GPAW 26.7.0, plane-wave PAW DFT without spin polarisation or spin-orbit coupling, for fcc Cu: cutoff 600 eV, 13 × 13 × 13 k mesh, Fermi-Dirac smearing of 0.05 eV. Equilibrium volumes, bulk moduli and their pressure slopes come from fits to energies at seven volumes, 0.94 to 1.06 times that of the given cell (11.81 Å³/atom).

| functional | potentials | equilibrium volume (Å³/atom) | equilibrium volume change (% of the given cell) | bulk modulus (GPa) | bulk modulus slope |
| --- | --- | --- | --- | --- | --- |
| PBE | GPAW-PAW-data-sets-(gpaw-data-1.2.1) | 12.079 | 2.270 | 137.90 | 5.130 |
| PBEsol | PAW-data-sets-made-by gpaw-setup-for-the-functional | 11.463 | -2.940 | 164.10 | 5.120 |
| C09-vdW | GPAW-PAW-data-sets-(gpaw-data-1.2.1) | 11.853 | 0.360 | 150.10 | 5.180 |
| OLYP | PAW-data-sets-made-by gpaw-setup-for-the-functional | 12.327 | 4.370 | 118.70 | 5.230 |
| PBEint | PAW-data-sets-made-by gpaw-setup-for-the-functional | 11.652 | -1.340 | 154.70 | 5.120 |
| PW91 | PAW-data-sets-made-by gpaw-setup-for-the-functional | 12.065 | 2.160 | 138.90 | 5.100 |
| SOGGA | PAW-data-sets-made-by gpaw-setup-for-the-functional | 11.437 | -3.160 | 165.50 | 5.120 |
| WC | PAW-data-sets-made-by gpaw-setup-for-the-functional | 11.521 | -2.450 | 162.80 | 5.110 |
| optB88-vdW | GPAW-PAW-data-sets-(gpaw-data-1.2.1) | 12.424 | 5.200 | 127.80 | 5.190 |
| vdW-DF-cx | GPAW-PAW-data-sets-(gpaw-data-1.2.1) | 11.949 | 1.180 | 145.40 | 5.190 |

## A modulus that misleads

The atoms and the lattice type are the same in every row; what changes is the density functional with its matching or non-matching atomic data and, for optB88-vdW, the code path used to run it. PBEsol gives a bulk modulus of 164 GPa and PBE only 138 GPa. It is tempting to conclude that PBEsol makes the bonds in copper stiffer. For crystals of equal size that conclusion is wrong, and the volumes show why.

Each bulk modulus belongs to the volume at which its own functional puts the energy minimum. The PBEsol crystal is 5.1 % smaller than the PBE crystal, and a metal resists further compression more strongly the more it is already compressed. When both moduli are carried to the given cell volume, 11.81 Å³ per atom, PBE has 155 GPa and PBEsol 141 GPa. The order has reversed: PBEsol's higher tabulated value comes from its smaller crystal.

## The functional as a push

Changing the functional at fixed volume changes the slope of the energy with volume, which is a change of pressure. Call this difference from PBE the push, $\Delta p$, positive if it drives the atoms apart. The crystal then moves to the volume at which PBE's own pressure balances the push.

Let $V_0$, $B_0$ and $B'$ be PBE's equilibrium volume, bulk modulus and bulk modulus slope, the last being the rise of the modulus per unit of pressure. With the Murnaghan equation of state, a constant push gives

$$\left(\frac{V_0}{V}\right)^{B'} = 1-\frac{B'\,\Delta p}{B_0}, \qquad B = B_0\left(\frac{V_0}{V}\right)^{B'}.$$

For PBEsol, energy differences between slightly compressed and slightly expanded cells give $\Delta p=-7.82$ GPa, an inward push. The right-hand side of the first equation is $1+5.13\times7.82/137.9=1.29$. The predicted volume is therefore $12.08\times1.29^{-1/5.13}=11.49$ Å³, close to the computed 11.46 Å³. The predicted modulus is $137.9\times1.29\approx178$ GPa, which is 14 GPa above PBEsol's computed value.

## Where the constant push fails

The volume comes out well and the modulus does not, because a modulus measures how pressure changes with volume. PBEsol's inward push is 8.4 GPa at 0.96 of the given volume but 7.3 GPa at 1.04. Seen from the other side, PBE's extra outward pressure grows as the crystal is squeezed, so it helps to resist the squeezing. PBE is therefore the stiffer description at equal volume.

Subtracting $d\Delta p/d\ln V$, about 14 GPa here, brings the PBEsol modulus down to 164 GPa. The same correction brings every other row within 0.5 GPa of its tabulated modulus. The pushes come from the same energy curves as the tabulated results, so this agreement confirms the bookkeeping; it does not identify the cause of the push.

## Why the functionals push differently

The cause has to be argued from how the functionals are built. PBE, PBEsol, SOGGA and WC all lower the exchange energy where the electron density varies strongly, but PBE does so more strongly for the moderate variations common in solids. WC, as published, keeps PBE's correlation and changes only the exchange, yet its volume lies close to PBEsol's. That points to exchange as the main source of the push. When copper expands, the density in the outer parts of the atoms and between them thins out, and its relative variation is expected to grow. PBE rewards this more, and so favours a larger crystal. As the region between the atoms empties, less exchange energy remains there to be altered, which may be why PBEsol's push fades on expansion.

PBE's strong gradient term suits the exchange energies of atoms, while PBEsol's weaker one suits slowly varying densities. One simple formula cannot serve both equally well. PBEint is built as an intermediate, and its volume lies between those of PBEsol and PBE.

OLYP behaves differently. It pushes outward relative to PBE, and this push grows on expansion, so OLYP is softer than PBE even at equal volume. Neither its exchange nor its correlation part reproduces the uniform electron gas, a poor starting point for a metal with mobile electrons. The two departures are expected to act in opposite directions. Its exchange is stronger than that of the uniform gas, which favours a denser crystal. Its LYP correlation is weaker, which removes an inward pull. These uniform-gas limits do not settle where the net outward push comes from. OLYP's exchange also strengthens more steeply than PBE's where the density varies moderately to strongly, and that by itself favours a larger crystal. The push may come from exchange, from correlation or from both, and no row separates them.

## Two errors that can hide each other

The given cell is a room-temperature one, whereas the calculations leave out thermal and zero-point motion. Removing both would shrink the real crystal by roughly 1.6 %, a recalled estimate. Against that smaller target the PBE volume in this table is about 4 % too large and the PBEsol volume about 1 % too small. The entry closest to zero under equilibrium volume change therefore need not mark the best functional. Part of each error may also come from the atomic data.

The measured bulk modulus is roughly 140 GPa, again recalled. PBE's tabulated value looks excellent beside it, yet at the given volume PBE is clearly stiffer. Its oversized crystal lowers the modulus and masks that excess.

To see whether two functionals differ in stiffness itself, compare their moduli at a common volume. Among the seven functionals without a van der Waals term, the values run from 119 to 165 GPa at their own volumes, but only from 140 to 155 GPa at the given one. Most of the apparent disagreement about stiffness is disagreement about size. These ranges describe only the rows shown, which are a selection: runs that failed or met a known fault of the program, and some with graver warnings, were left out.

## A fault that a smooth curve conceals

The three van der Waals functionals, C09-vdW, vdW-DF-cx and optB88-vdW, have a different problem. Energies here are counted from reference atoms stored with the atomic data, so a bound metal should lie a few electronvolts below zero. The seven other rows do, between −2.7 and −4.3 eV per atom. These three have minima near +20, +18 and −24 eV.

Such values point to reference atoms computed with another functional. These rows use library data sets that were not made for their functionals; PBE also uses a library set, but a matching one. A constant energy offset disappears from every pressure and cannot itself move the minimum. Inner electrons frozen in the form given by the wrong functional could move it. So could the nonlocal term itself, which PAW programs commonly evaluate on the smoothed density rather than the full one. The optB88-vdW run also used the program's legacy code path, unlike every other row. No run here separates these possibilities.

The energy curves of these rows are smooth, and the push description still fits them, with moduli within 0.5 GPa, although optB88-vdW has the largest remaining misses in both volume and modulus. Smoothness shows that a calculation agrees with itself, not that its ingredients belong together. None of these three volumes should therefore be credited to its functional alone, neither the large one of optB88-vdW nor C09-vdW's near match to the given cell.

## Carrying the idea to another metal

To a first approximation, the fractional volume shift is the push divided by the bulk modulus. For PBEsol in copper this gives $7.8/138$, or about 6 %, slightly more than the actual shift because the crystal stiffens as it shrinks. Silver is softer than copper, so an equal push would move its volume by a larger fraction. Whether the push is equal there would have to be calculated.
